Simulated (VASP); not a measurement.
## BP in VASP 6.6.1, single-point calculation

INCAR

```
NBANDS = 11
SIGMA = 0.01
METAGGA = R2SCAN
LCHARG = .FALSE.
LASPH = .TRUE.
ISMEAR = 0
ISIF = 2
NSW = 0
PREC = Accurate
EDIFF = 1E-7
AMIX = 0.8
IBRION = -1
ENCUT = 520
LWAVE = .FALSE.
LREAL = .FALSE.
ALGO = Normal
NELM = 120
```

KPOINTS

```
KPOINTS created by Atomic Simulation Environment
0
Gamma
3 3 3
0 0 0
```

POSCAR

```
B  P
 1.0000000000000000
     0.0000000000000000    2.3136819822999999    2.3136819822999999
     2.3136819822999999    0.0000000000000000    2.3136819822999999
     2.3136819822999999    2.3136819822999999    0.0000000000000000
 B   P
   1   1
Cartesian
  0.0000000000000000  0.0000000000000000  0.0000000000000000
  1.1568409911499999  1.1568409911499999  1.1568409911499999
```

The recommended PBE PAW datasets give the neutral cell 8 valence electrons.

Command

```
mpirun -np 1 vasp_std
```

Predict the outcome of this run.

It converged. Results: gap between bands v and c on the k mesh 1.61 eV; least direct gap on the k mesh 3.54 eV; pressure -6.2 GPa. Band v is the last that the valence electrons fill when counted band by band, and c is the next.

OSZICAR

```
N       E                     dE             d eps       ncg     rms          rms(c)
DAV:   1     0.291178737794E+01    0.29118E+01   -0.35524E+03    96   0.637E+02
DAV:   2    -0.179499207133E+02   -0.20862E+02   -0.20279E+02   100   0.113E+02
DAV:   3    -0.184968002049E+02   -0.54688E+00   -0.54530E+00   117   0.150E+01
DAV:   4    -0.184986746008E+02   -0.18744E-02   -0.18743E-02    97   0.101E+00
DAV:   5    -0.184986857092E+02   -0.11108E-04   -0.11108E-04   106   0.821E-02    0.740E+00
DAV:   6    -0.167232553139E+02    0.17754E+01   -0.36918E+00    94   0.858E+00    0.342E+00
DAV:   7    -0.166567637651E+02    0.66492E-01   -0.51650E-01    94   0.335E+00    0.177E+00
DAV:   8    -0.166563579131E+02    0.40585E-03   -0.29810E-02    94   0.106E+00    0.826E-01
DAV:   9    -0.166564431423E+02   -0.85229E-04   -0.21949E-03   102   0.262E-01    0.132E-01
DAV:  10    -0.166563705663E+02    0.72576E-04   -0.61026E-04    97   0.113E-01    0.340E-02
DAV:  11    -0.166563692352E+02    0.13311E-05   -0.17843E-05   100   0.315E-02    0.159E-02
DAV:  12    -0.166563689100E+02    0.32520E-06   -0.11083E-07    81   0.289E-03    0.103E-02
DAV:  13    -0.166563685492E+02    0.36080E-06   -0.13744E-07    50   0.239E-03    0.102E-03
DAV:  14    -0.166563686859E+02   -0.13670E-06   -0.85019E-09    44   0.729E-04    0.508E-04
DAV:  15    -0.166563686672E+02    0.18782E-07   -0.59097E-10    44   0.186E-04
   1 F= -.16656369E+02 E0= -.16656369E+02  d E =-.944385E-66
```

These settings aren't sound, so the numbers aren't properties of the crystal.

On sound settings r²SCAN gives a gap of 1.52 eV on its mesh and a pressure of -9.5 GPa for the intended cell.
